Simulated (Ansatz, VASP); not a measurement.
# Rb: VASP beside Ansatz

File INCAR:

```
PREC = Accurate ; ENCUT = 520
EDIFF = 1E-7 ; ISMEAR = -1
SIGMA = 0.1 ; LREAL = False
LASPH = True ; NELM = 80
ALGO = Normal ; ISIF = 2
LWAVE = False ; LCHARG = False
GGA = CA ; NBANDS = 10
```

File KPOINTS:

```
Automatic mesh
0
Gamma
  14 14 14
```

File POSCAR:

```
Rb
1.0
   -2.7213096473      2.7213096473      2.7213096473
    2.7213096473     -2.7213096473      2.7213096473
    2.7213096473      2.7213096473     -2.7213096473
Rb
1
Direct
    0.0000000000      0.0000000000      0.0000000000
```

Input for Ansatz:

```yaml
crystal:
  lattice:
    - [-2.7213096473, 2.7213096473, 2.7213096473]
    - [2.7213096473, -2.7213096473, 2.7213096473]
    - [2.7213096473, 2.7213096473, -2.7213096473]
  atoms:
    - { symbol: Rb, position: [0.0, 0.0, 0.0] }
hamiltonian:
  xc: lda
  pseudopotentials:
    kind: paw
    azcp:
      Rb: "pseudopotentials/Rb.paw.azcp"
basis:
  ecutwfc: 420
  fft_grid_basis: typed
kpoints:
  mp_grid: { grid: [14, 14, 14], shift: [0, 0, 0] }
magnetization:
  spin_polarized: false
scf:
  occupations: { method: fermi_dirac, width: 0.1 }
output:
  stress: true
```

Alike in both runs: task single point; functional LDA; k mesh 14 × 14 × 14; occupations fermi-dirac, width 0.1 eV; no spin polarisation.

|  | VASP | Ansatz |
| --- | --- | --- |
| version | VASP 6.6.1 | Ansatz 0.2.0 |
| potentials or method | VASP PAW LDA potentials, release 64 (Rb_sv) | plane waves (420 eV) with PAW, scalar-relativistic |
| plane-wave cutoff (eV) | 520 | 420 |
| valence electrons in the cell | 9 | 9 |

|  | VASP | Ansatz | Ansatz less VASP |
| --- | --- | --- | --- |
| pressure (GPa) | -0.1 | -0.1 | 0.00 |

Ansatz warned: «pseudo_functional_mismatch».
